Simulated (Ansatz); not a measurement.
## Random displacements in C

These are results of Ansatz 0.2.0, DFT PBE, scalar-relativistic, plane waves, PAW, not measurements. Cutoff 420 eV, Γ-centred 12×12×4 k-points, Gaussian smearing of 0.05 eV. No spin polarisation. Energies are free energies at this smearing, counted from the undisturbed cell; pressure is positive in compression.

Zero of the scan (as given, not relaxed at this level):

```xyz
8
Lattice="2.5221 0.0000 0.0000 -1.2610 2.1842 0.0000 0.0000 0.0000 8.2371" Properties=species:S:1:pos:R:3 pbc="T T T"
C     0.0000    0.0000    0.7722
C     0.0000    0.0000    4.8908
C     0.0000    0.0000    3.3463
C     0.0000    0.0000    7.4649
C     0.0000    1.4561    1.2870
C     1.2610    0.7281    5.4056
C     0.0000    1.4561    2.8315
C     1.2610    0.7281    6.9501
```

The atoms are displaced (Å, in the unstrained cell):

```tsv
atom	ux	uy	uz
C1	0.390	-0.528	-0.244
C2	-0.315	0.666	-0.561
C3	-0.064	0.026	-0.110
C4	0.132	-0.028	0.037
C5	-0.002	-0.285	0.481
C6	0.249	0.094	-0.187
C7	-0.245	-0.145	0.378
C8	-0.145	0.201	0.205
```

Strain (Voigt, engineering shear): (-0.0381, 0.0226, 0.0020, -0.1512, -0.0165, 0.1369).

What are the energy change, the stress and the forces?

ΔE = 3371.4 meV/atom; stress (xx, yy, zz, yz, xz, xy; compression positive) (118.54, 152.27, 151.55, 38.81, -63.29, -28.02) GPa.
```tsv
atom	Fx (eV/Å)	Fy	Fz
C1	-0.21	2.91	7.63
C2	9.98	3.09	2.62
C3	-4.35	-7.82	-5.97
C4	-1.25	7.17	1.32
C5	0.28	-0.54	-11.56
C6	-13.56	0.19	19.41
C7	5.58	3.58	-9.38
C8	3.53	-8.56	-4.07
```

Cost: 1 run of about 0.31 core-minutes, on Intel Xeon Platinum 8488C (Sapphire Rapids) (shared hosts).